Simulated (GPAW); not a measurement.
## How the form of the self-energy moves the gap of BaS (Fm-3m)

Wanted: the gap of BaS (Fm-3m) under several approximations, with cost.

Main program and level: GPAW 26.7.0; PBE and many-body steps on it, plane waves.

This is a report of a sequence of runs, with most program output left out.

## 1. The structure

Symmetry: Fm-3m, No. 225, cubic system. The conventional cell has a = 6.387 Å, b = 6.387 Å, c = 6.387 Å, α = 90.00°, β = 90.00°, γ = 90.00°. Ba has 6 S at 3.19 Å nearest. Nearest to S lie 6 Ba at 3.19 Å. Farther neighbours and most contacts between anions are not listed.

Structure file:

```cif
data_structure
_symmetry_space_group_name_H-M 'P 1'
_symmetry_Int_Tables_number 1
_cell_length_a 4.5166
_cell_length_b 4.5166
_cell_length_c 4.5166
_cell_angle_alpha 60.000
_cell_angle_beta 60.000
_cell_angle_gamma 60.000
_cell_volume 65.15
loop_
_atom_site_label
_atom_site_type_symbol
_atom_site_fract_x
_atom_site_fract_y
_atom_site_fract_z
_atom_site_occupancy
Ba1 Ba 0.00000 0.00000 0.00000 1
S2 S 0.50000 0.50000 0.50000 1
```

The cell and positions come from the Crystallography Open Database and are kept as given unless a step says otherwise. Spin-orbit coupling is left out unless a step names it.

## 2. Empty states on the mesh, 4×4×4 mesh, 281 bands

This step: GPAW 26.7.0; DFT, PBE, plane waves, PAW.

The sums over transitions need many empty states on a uniform mesh; this step solves for them.

run.py reads:

```python
import json
import numpy as np
from gpaw.mpi import world
from gpaw import GPAW

calc = GPAW('gs.gpw').fixed_density(kpts={'size': (4, 4, 4), 'gamma': True},
    parallel={'domain': 1, 'band': 1},
    txt='nscf.txt')
calc.diagonalize_full_hamiltonian(nbands=281)
calc.write('full.gpw', mode='all')
res = {}
kpts = calc.get_ibz_k_points()
res['kpts'] = kpts
res['eigenvalues'] = [calc.get_eigenvalues(kpt=k) for k in range(len(kpts))]
res['n_electrons'] = calc.get_number_of_electrons()

if world.rank == 0:
    with open('result.json', 'w') as f:
        json.dump(res, f, default=lambda x: x.tolist())
```

Launch:

```bash
mpirun -n 4 gpaw python run.py
```

Run time: 9.6 s. Hardware: 4 MPI ranks of Intel Xeon Platinum 8375C at 2.90GHz (Ice Lake), shared host; peak memory 1.3 GiB; 37 s of CPU time.

Numbers from this step:

```
gap                                                           : 2.132 eV
k of the valence top                                          : 0, 0, 0
k of the conduction bottom                                    : 0.5, 0.5, 0
least direct gap                                              : 2.262 eV
k points computed                                             : 8
lowest point of the top converged band, above the valence top : 140.0624 eV
```

On this mesh the gap is 2.132 eV.

## 3. G0W0, Godby-Needs plasmon pole

Now the one-shot GW correction: screening in the RPA, then the self-energy of the levels asked for.

This step: G0W0 on PBE, plane waves, PAW.

run.py reads:

```python
import json
import numpy as np
from gpaw.mpi import world
from gpaw.response.g0w0 import G0W0

gw = G0W0('full.gpw',
    filename='gw',
    kpts=[0, 5],
    bands=(6, 10),
    ecut=150,
    nbands=271,
    integrate_gamma='WS',
    ppa=True)
gw.calculate()
res = {mode: {k: v for k, v in r.items() if k != 'sigma_eskwn'}
       for mode, r in gw.all_results.items()}

if world.rank == 0:
    with open('result.json', 'w') as f:
        json.dump(res, f, default=lambda x: x.tolist())
```

Launch:

```bash
mpirun -n 4 gpaw python run.py
```

The job ended after 2.2 min (4 MPI ranks; peak memory 1.4 GiB).

Numbers from this step:

```yaml
g0w0_gap_on_the_points_computed: 3.452 eV
least_direct_g0w0_gap_on_the_computed_points: 3.603 eV
z_at_the_valence_top: 0.7832
z_at_the_conduction_bottom: 0.8326
starting_gap_on_the_mesh: 2.132 eV
k_of_the_valence_top: 0, 0, 0
k_of_the_conduction_bottom: 0.5, 0.5, 0
```

The gap on the mesh goes from 2.13 eV to 3.45 eV, a correction of +1.32 eV.

## 4. G0W0, full frequency, Hilbert transform

run.py: that of step 3 with these lines changed.

```diff
@@ -12,3 +12,5 @@
     integrate_gamma='WS',
-    ppa=True)
+    frequencies={'type': 'nonlinear', 'domega0': 0.1, 'omega2': 15.0},
+    eta=0.1,
+    nblocksmax=True)
 gw.calculate()
```

Launch:

```bash
mpirun -n 4 gpaw python run.py
```

Wall time 4.4 min (4 MPI ranks); peak memory 2.7 GiB; 18 min of CPU time.

This step gave:

```yaml
g0w0_gap_on_the_points_computed: 3.470 eV
least_direct_g0w0_gap_on_the_computed_points: 3.597 eV
z_at_the_valence_top: 0.7771
z_at_the_conduction_bottom: 0.8134
starting_gap_on_the_mesh: 2.132 eV
k_of_the_valence_top: 0, 0, 0
k_of_the_conduction_bottom: 0.5, 0.5, 0
```

Against G0W0 in GPAW (4×4×4 mesh, 271 bands, screening to 150 eV, Godby-Needs plasmon pole), the gap moves by +0.017 eV.

## 5. G0W0, multipole

run.py: that of step 4 with these lines changed.

```diff
@@ -12,5 +12,3 @@
     integrate_gamma='WS',
-    frequencies={'type': 'nonlinear', 'domega0': 0.1, 'omega2': 15.0},
-    eta=0.1,
-    nblocksmax=True)
+    mpa={'npoles': 4, 'wrange': [0, 40], 'varpi': 20.0, 'eta0': 0.01, 'eta_rest': 1.0, 'alpha': 1})
 gw.calculate()
```

Launch:

```bash
mpirun -n 4 gpaw python run.py
```

Wall time 5.4 min (4 MPI ranks); peak memory 1.8 GiB.

Numbers from this step:

```
G0W0 gap on the points computed              : 3.453 eV
least direct G0W0 gap on the computed points : 3.601 eV
starting gap on the mesh                     : 2.132 eV
k of the valence top                         : 0, 0, 0
k of the conduction bottom                   : 0.5, 0.5, 0
```

Against G0W0 in GPAW (4×4×4 mesh, 271 bands, screening to 150 eV, Godby-Needs plasmon pole), the gap moves by +0.001 eV.

## 6. The runs together

Times are wall times on 4 MPI ranks of Intel Xeon Platinum 8375C at 2.90GHz (Ice Lake), shared host, good to a factor of about two.

```
                                    run   mesh  bands  screening cutoff (eV)  DFT gap (eV)  gap on the mesh (eV)  direct (eV)     time
         G0W0, Godby-Needs plasmon pole  4×4×4    271                    150         2.132                 3.452        3.603  2.2 min
G0W0, full frequency, Hilbert transform  4×4×4    271                    150         2.132                 3.470        3.597  4.4 min
                        G0W0, multipole  4×4×4    271                    150         2.132                 3.453        3.601  5.4 min
```

## 7. What came out

```json
{
  "G0W0, Godby-Needs plasmon pole": "3.452 eV",
  "G0W0, full frequency, Hilbert transform": "3.470 eV",
  "G0W0, multipole": "3.453 eV",
  "known limits": "not at the basis limit; no spin-orbit coupling"
}
```

What this shows: G0W0, full frequency, Hilbert transform: +0.017 eV against G0W0, Godby-Needs plasmon pole. G0W0, multipole: no change against G0W0, Godby-Needs plasmon pole. Bands and cutoff are finite, so the gap is not at the basis limit. The miss can reach some tenths of an eV and take either sign; the mesh is an error of its own. These stock PAW sets were not made for GW. In the G0W0 runs levels were corrected at 2 k points alone, so a gap called «on the mesh» is the least over those, and an edge elsewhere would be missed. The many-body steps are scalar-relativistic: spin-orbit coupling is not in them.

[Paths, hosts, dates, memory and timing lines, banners, echoed tables and standing remarks are left out of the program output.]

[Logs are printed without paths, hosts, clocks, repeated set-up lines and the standing remarks that a program may print on its own settings, such as how far it seeks lower states.]

[Runs of the session that timed out or met a known fault of the program may be left out.]

[Hosts, paths, dates, database ids (printed as entryN), source tags and the programs' standing remarks are cut or masked in the printed files.]
